Q: I sorted these silicides by their energy over the elements, and the five most strongly bound all have four valence electrons an atom. Silicon has four as well, and there they exactly fill the bonding bands. Have I found a filled-shell rule?

Binary silicides, each relaxed within the symmetry of its starting structure with Ansatz 0.2.0 (PBEsol, scalar-relativistic plane-wave PAW, 420 eV cutoff, Gaussian smearing, Gamma-centred k mesh). Energies over elements are taken at zero smearing, relative to the elements' standard states in the same functional; valence electrons are counted by group number.

| formula | space group of the cell as it ended | space group | volume per atom (Å³) | shortest distance (Å) | pair at the shortest distance | valence electrons an atom | neighbours of the non-metal within 15 % of its shortest distance | spin | k mesh | smearing width | energy over elements (eV/atom) |
| --- | --- | --- | --- | --- | --- | --- | --- | --- | --- | --- | --- |
| TiSi | Cmmm (65) | Cmmm | 14.13 | 2.614 | Si-Ti | 4.00 | 12 | none | 10×6×10 | 0.1 eV | -0.623 |
| ZrSi2 | Cmcm (63) | Cmcm | 16.31 | 2.411 | Si-Si | 4.00 | 6 | none | 10×10×5 | 0.1 eV | -0.761 |
| NiSi | P2_13 (198) | P2_13 | 11.15 | 2.341 | Ni-Si | 7.00 | 7 | none | 8×8×8 | 0.1 eV | -0.501 |
| NiSi2 | Fm-3m (225) | Fm-3m | 13.06 | 2.335 | Ni-Si | 6.00 | 4 | none | 16×16×16 | 0.15 eV | -0.453 |
| Mo3Si | Pm-3n (223) | Pm-3n | 14.36 | 2.431 | Mo-Mo | 5.50 | 12 | none | 8×8×8 | 0.1 eV | -0.368 |
| WSi2 | P6_222 (180) | P6_222 | 13.31 | 2.556 | Si-Si | 4.67 | 10 | none | 12×12×6 | 0.15 eV | -0.381 |
| MoSi2 | I4/mmm (139) | I4/mmm | 13.27 | 2.580 | Si-Si | 4.67 | 10 | none | 12×12×6 | 0.1 eV | -0.604 |
| Zr3Si2 | P4/mbm (127) | P4/mbm | 18.19 | 2.446 | Si-Si | 4.00 | 9 | none | 6×6×10 | 0.1 eV | -0.963 |
| TiSi2 | Cmcm (63) | Cmcm | 13.91 | 2.393 | Si-Si | 4.00 | 6 | none | 10×10×10 | 0.1 eV | -0.673 |
| Hf2Si | I4/mcm (140) | I4/mcm | 18.17 | 2.572 | Si-Si | 4.00 | 10 | none | 10×10×10 | 0.1 eV | -0.797 |
| TaSi2 | P6_222 (180) | P6_222 | 14.30 | 2.550 | Si-Si | 4.33 | 10 | none | 9×9×6 | 0.1 eV | -0.582 |
| CoSi2 | Fm-3m (225) | Fm-3m | 12.49 | 2.300 | Co-Si | 5.67 | 4 | none | 14×14×14 | 0.1 eV | -0.582 |

A: Your observation holds. The energy over the elements compares the compound with separate crystals of its metal and of silicon, so a more negative value means stronger binding; 0.1 eV/atom is about 10 kJ per mole of atoms. All five rows with titanium, zirconium or hafnium lie below every other row, though TiSi at −0.623 eV/atom only just beats MoSi$_2$ at −0.604. But where does the four come from in Zr$_3$Si$_2$, for example?

Q: Zirconium brings four and silicon brings four. The average is four whatever the mixture.

A: So the four tells you only that the metal belongs to group 4, and it would be the same if no shell were filled. A completely filled shell has to show itself in the bands: the top of the last filled one must lie below the bottom of the next. In the same calculations these two bands overlap in all five of your rows. They are metals that happen to average four electrons an atom. A weaker form of the rule, in which the levels only thin out where the filling stops, doesn't order the rows either: per atom, Hf$_2$Si has nearly twice as many levels there as TiSi$_2$, yet it is bound more strongly.

Q: Does any row come close to a filled shell?

A: WSi$_2$ does. Its cell holds 66 electrons, which is just enough for 33 bands with two electrons each, and at the k points used, the edges of the last filled and the first empty band meet within a few thousandths of an eV. Functionals of this kind usually make gaps too small, so a real crystal in this structure may well have one. Yet WSi$_2$, at −0.381 eV/atom, is the second most weakly bound row, ahead of Mo$_3$Si only.

Q: Could its structure be to blame? I thought WSi$_2$ normally has the structure listed here for MoSi$_2$.

A: It does, and the table can't say how much energy the less stable form costs. It is therefore safer to compare WSi$_2$ with TaSi$_2$, which has the same structure here. The TaSi$_2$ cell holds 63 electrons, an odd number, so without spin polarisation at least one band must stay partly filled. Still, TaSi$_2$ is bound more strongly by 0.20 eV/atom. The exchange of metals changes the nucleus along with the electron count, so this difference doesn't measure what filling the band is worth. It does show that filled bands are not enough to make a silicide strongly bound.

Q: That puzzles me. Filling bonding states ought to lower the energy.

A: It does, but ask what the energy is compared with. Take crystalline silicon: it has filled bonding bands and a gap, and its energy over the elements is exactly zero, because it is itself the element. A gap describes how the levels lie inside one crystal, while the energy over the elements compares that crystal with others, which may be well bound too. The analogy goes no further than this choice of zero. Silicon has no d electrons and can't tell us how strongly a metal will bind to it.

Q: Then perhaps the other crystal is the answer. Tungsten is very hard to pull apart, so WSi$_2$ starts with a debt.

A: That idea can be put to the test. Let $x$ be the fraction of metal atoms and let each cohesive energy $C$ be the energy per atom needed to take a crystal apart into free atoms. Then

$$E = x\,C_{\text{metal}} + (1-x)\,C_{\text{Si}} - C_{\text{compound}} .$$

If two silicides of the same structure had equal cohesion themselves, $E$ would differ between them by $x$ times the difference between the metals. With rough recalled values of 8.9 eV for tungsten and 8.1 eV for tantalum, this gives $(8.9-8.1)/3 \approx 0.27$ eV/atom, not far from the computed 0.20.

Q: So the debt explains it?

A: For that pair it is a fair account. Now use it on TiSi$_2$ and ZrSi$_2$, which also share a structure. Zirconium is harder to take apart than titanium, so ZrSi$_2$ should be bound more weakly, by roughly 0.5 eV/atom. In the table it is bound more strongly, by 0.09. The compound's own cohesion has grown by more than the debt, and an explanation that looks only at the metal misses this.

Q: What could make the compound's own cohesion grow?

A: Partly the same thing that makes zirconium metal hard to take apart. Its 4d orbitals reach further than titanium's 3d orbitals, so they should bond more strongly to silicon as well, and that can repay much of the debt. A gain beyond it can come from charge that moves between unlike atoms. When two atoms with levels at different heights share a pair of electrons, the pair settles towards the deeper level. With all else equal, the further apart the levels are, the more charge shifts and the more the mixed bond gains over the average of the two like bonds. In an elemental metal or in silicon all atoms are practically alike, so this gain is new to the compound. It also doesn't matter which of the two partners has the deeper level.

Q: Do the calculations give the charge?

A: They do for six of the rows, as Bader charges, which divide the electron density among the atoms. I multiplied the size of the metal atom's charge by the fraction of metal atoms, which gives the charge moved per atom, $q$. The simplest model is a constant for the bonding that needs no transfer, plus an equal gain for each electron moved. The argument about levels would rather have the gain grow faster than the charge, but six rows are too few to show such a curve. A straight line fitted to those six rows gives, with $E$ in eV/atom and $q$ in electrons,

$$E \approx -0.29 - 0.90\,q .$$

Q: Could you work one out, preferably where the charge goes the unusual way?

A: Take CoSi$_2$. In TiSi$_2$ silicon gains electrons, but here cobalt takes them, 1.145 for each cobalt atom. Nickel does the same in NiSi, on a smaller scale. One atom in three is cobalt, so $q = 1.145/3 \approx 0.38$, and the line gives $-0.29 - 0.90\times0.38 \approx -0.63$ eV/atom. The table has −0.582. This row was part of the fit, so the agreement is no prediction, but if the Bader charge can be trusted, a reversed transfer can go with binding of ordinary strength.

Q: How far would you trust the line?

A: As a trend, not as a law. Its typical miss is 0.06 eV/atom, while the six energies span 0.43. Much of the correlation rests on the two ends, Mo$_3$Si and Hf$_2$Si, and it weakens when they are removed, as the printed output after this text shows. What is left then hangs on NiSi, because the other three rows show no such trend among themselves. The two titanium silicides even run against it: TiSi moves more charge per atom than TiSi$_2$ and is bound more weakly. Neither of them has the structure in which it is normally found in bulk, and nor does NiSi, which is also in the fit. That may be part of the reason, but no row tests it.

Q: And is the charge the cause?

A: The numbers show only that the two go together. That charge transfer brings binding is the argument about unequal levels, and it is a sound one, but a Bader charge also depends on where the boundary between two atoms falls. In a metallic silicide much of the density sits between the atoms, so a small shift of the boundary moves charge on paper without changing any energy. CoSi$_2$ is a warning: when the electrons of the same run are counted by atomic orbitals instead, cobalt has practically no extra electrons, so the reversed transfer depends on how the density is divided. In Hf$_2$Si both counts let silicon gain electrons, but the orbitals give it about 0.2 for each silicon atom where the Bader charge gives 1.4. For the same reason I wouldn't read a physical meaning into the two constants of the line.

Q: Suppose I had only the energy of TiSi$_2$ and had to guess that of ZrSi$_2$. How would I reason?

A: Start from the structure, which is the same, so the metal is what changes. Zirconium gives up its electrons somewhat more readily than titanium, so more charge should move to silicon and the binding should be stronger. The table agrees, with −0.761 against −0.673 eV/atom. The middle step remains an inference, because there is no computed charge for ZrSi$_2$. The guess could also have failed, since the higher cost of taking zirconium apart pulls the other way.

Q: Then my five rows lead because their metals give electrons away easily, and the four was a coincidence?

A: That is the reading I would defend, though it isn't proved. Only three of the five rows have computed charges, and CoSi$_2$ moves slightly more charge per atom than TiSi$_2$ but is bound more weakly. Nor is the four quite a coincidence: it comes with the metal's group, as does the readiness to give electrons, which is why the count looked so convincing. The number of d electrons comes with the group too, and these rows can't separate its effect from that of the charge. Still missing is the charge in the pair that spoke against your rule. If silicon gains clearly more from tantalum than from tungsten, the same reasoning covers TaSi$_2$ and WSi$_2$; if it doesn't, the cost of taking tungsten apart remains the better explanation for those two.

Printed output of the fit:

```
Weakest energy among rows with 4 valence electrons an atom, eV/atom: -0.623
Strongest energy among all other rows, eV/atom: -0.604
Spread of energy among rows with 4 valence electrons an atom, eV/atom: 0.34
Number of rows whose band edges do not overlap: 1
WSi2 less TaSi2, energy over elements, eV/atom: 0.201
NiSi2 less CoSi2, energy over elements, eV/atom: 0.129
ZrSi2 less TiSi2, energy over elements, eV/atom: -0.088
WSi2 less TaSi2, rough cost of breaking up the metal, eV/atom: 0.2667
NiSi2 less CoSi2, rough cost of breaking up the metal, eV/atom: 0
ZrSi2 less TiSi2, rough cost of breaking up the metal, eV/atom: 0.4667
Charge moved per atom, e, for TiSi NiSi Mo3Si TiSi2 Hf2Si CoSi2: TiSi 0.4565, NiSi 0.1951, Mo3Si 0.1076, TiSi2 0.3629, Hf2Si 0.4815, CoSi2 0.3817
Slope of energy against charge moved, eV per electron: -0.8991
Energy of the line at no charge moved, eV/atom: -0.2932
Line less computed energy, eV/atom, same six rows: TiSi -0.08063, NiSi 0.03244, Mo3Si -0.02195, TiSi2 0.05356, Hf2Si 0.07093, CoSi2 -0.05434
Rms miss of the line, eV/atom: 0.05611
Correlation of charge moved and energy, six rows: -0.9084
Same correlation without Mo3Si and Hf2Si, four rows: -0.7534
TiSi less NiSi, energy over elements, eV/atom: -0.122
CoSi2 less TiSi2, energy over elements, eV/atom: 0.091
```
